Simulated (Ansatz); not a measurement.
**Is this Te structure a true minimum?**

It comes from a database structure that was distorted and then relaxed.

Level of theory: DFT PBE, scalar-relativistic, plane waves, PAW in Ansatz. Cutoff 420 eV; k points 18×18×16 on the computed 1-atom cell (Γ-centred); Gaussian smearing, width 0.10 eV; no spin polarisation.

The cell below (1 atom, space group Pm-3m (No. 221) when read loosely, P4/mmm at 0.01 Å) is relaxed within its symmetry.

```xyz
1
Lattice="3.1889 0.0000 0.0000 0.0000 3.1889 0.0000 0.0000 0.0000 3.2241" Properties=species:S:1:pos:R:3 pbc="T T T"
Te    0.0000    0.0000    1.6121
```

For the test a repeat of it with 8 atoms (edges 6.38, 6.38, 6.45 Å) was strained at random (σ = 1.5 % a component), the atoms were moved at random (σ = 0.15 Å), and all was relaxed again on a coarse 4×4×4 mesh (in the run’s order of axes) with 0.20 eV smearing, with no symmetry imposed.

These runs have no spin–orbit coupling, which can matter for Te.

**Question.** What happens?

**Answer.** It returns, within 1 meV/atom of the unmoved cell on that mesh and with the same symmetry when read at 0.1 Å (P-1 at 0.01 Å, so small strains and shifts remain). So it is stable against the distortions that fit this cell and that this random move excites. Modes that don't fit the cell aren't tested.
